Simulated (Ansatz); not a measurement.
A plane-wave DFT run in Ansatz 0.2.0 (scalar-relativistic PAW potentials unless the input names others): input and command.

```yaml
crystal:
  lattice:
    - [0.0, -2.0431, -2.0431]
    - [0.0, 2.0431, -2.0431]
    - [4.0862, 0.0, 0.0]
  atoms:
    - { symbol: Ag, position: [0.5073417845, 0.4926582155, 0.5] }
    - { symbol: Ag, position: [-0.0073417845, 0.0073417845, 0.0] }
basis:
  ecutwfc: 420
  ecutrho_ratio: 12
kpoints:
  mp_grid: { grid: [16, 16, 12] }
hamiltonian:
  xc: pbe
  dispersion: d3bj
scf:
  occupations: { method: gaussian, width: 0.15 }
output:
  forces: true
  eigenvalues: true
  stress: true
```

```bash
ansatz run input.yaml --threads 2 --pin off --max-ram 5120MiB --backend cpu --events-out ev --progress --plain --runs-dir out
```

Abridged log:
```
Basis set: ecut = 420 eV, 673 PW (Γ), exchange–correlation on 72×72×96 points (8 copies of the dense FFT grid, shifted against one another)
Bands: 23, of which v1, the nominal top of the filled ones, is band 19 counted from 1 (18 counted from 0)
Symmetry: 8 space group operations
k-points: 511 of 3072
SCF iter   1: F=—  HF=-15182.261841 eV  |F-HF|=—  |Δ(HF+E_count)|=         —  Δρ=9.22e-4  dr2=3.56e-5  ethr=1.77e-3  ⟨swp⟩=4.4  Hψ=42204  notcnv=0
SCF iter   2: F=—  HF=-15182.262543 eV  |F-HF|=—  |Δ(HF+E_count)|=   7.03e-4  Δρ=5.14e-4  dr2=1.27e-5  ethr=9.36e-8  ⟨swp⟩=3.0  Hψ=30096  notcnv=0
SCF iter   3: F=—  HF=-15182.262620 eV  |F-HF|=—  |Δ(HF+E_count)|=   7.65e-5  Δρ=4.84e-5  dr2=3.06e-7  ethr=3.33e-8  ⟨swp⟩=2.0  Hψ=17351  notcnv=0
SCF iter   4: F=-15182.262620 eV  HF=-15182.262620 eV  |F-HF|=4.02e-8  |Δ(HF+E_count)|=   3.97e-7  Δρ=1.77e-5  dr2=3.24e-8  ethr=8.05e-10  ⟨swp⟩=2.9  Hψ=21328  notcnv=0
SCF iter   5: F=-15182.262620 eV  HF=-15182.262620 eV  |F-HF|=3.98e-10  |Δ(HF+E_count)|=   4.21e-8  Δρ=3.40e-6  dr2=3.84e-9  ethr=8.53e-11  ⟨swp⟩=2.2  Hψ=16121  notcnv=0
SCF iter   6: F=-15182.262620 eV  HF=-15182.262620 eV  |F-HF|=2.55e-11  |Δ(HF+E_count)|=  9.51e-10  Δρ=9.87e-7  dr2=3.40e-10  ethr=1.01e-11  ⟨swp⟩=1.7  Hψ=31986  notcnv=0
SCF 1 converged in 6 iterations: F = -15182.262620 eV  dr2 = 3.40e-10
SCF converged after 6 iterations
Free energy (F): -15182.262620 eV
Harris-Foulkes:  -15182.262620 eV  (|F-HF|=2.55e-11)
Internal energy: -15182.257250 eV  (E = F + TS)
E sigma→0 (E₀):  -15182.259935 eV
Entropy (-TS):   -0.005371 eV (-2.685 meV/atom)
Fermi energy:    17.387784 eV
  E_disp       = -1.177711  (pairwise vdW)
--- Forces (eV/Å), atoms counted from 1 ---
  atom   1  Ag     0.00000000     0.16278380     0.00000000
  atom   2  Ag     0.00000000    -0.16278380     0.00000000
--- Stress (GPa, compression-positive) ---
       -1.130613       0.000000       0.000000
        0.000000      -0.836649       0.000000
        0.000000       0.000000      -0.957818
  P = ⅓ Tr σ = -0.9750 GPa (-9.750 kbar)
```

Apart from outputs and empty bands, the input differs from a reference run on usual settings in basis.ecutrho_ratio: not typed → 12; hamiltonian.dispersion: not typed → "d3bj". The reference, at the same geometry (not necessarily relaxed), gave pressure 4.74 GPa, largest force 0.165 eV/Å, no gap on the mesh. This run converged in 6 SCF iterations (reference: 6) with an energy at zero smearing 589 meV/atom below the reference's (the Hamiltonian itself differs), pressure -0.98 GPa, largest force 0.163 eV/Å, no gap on the mesh.

The run took 6.3 s on 2 threads of Intel(R) Xeon(R) Platinum 8488C (Sapphire Rapids), with other jobs on the host, peak memory 0.66 GiB.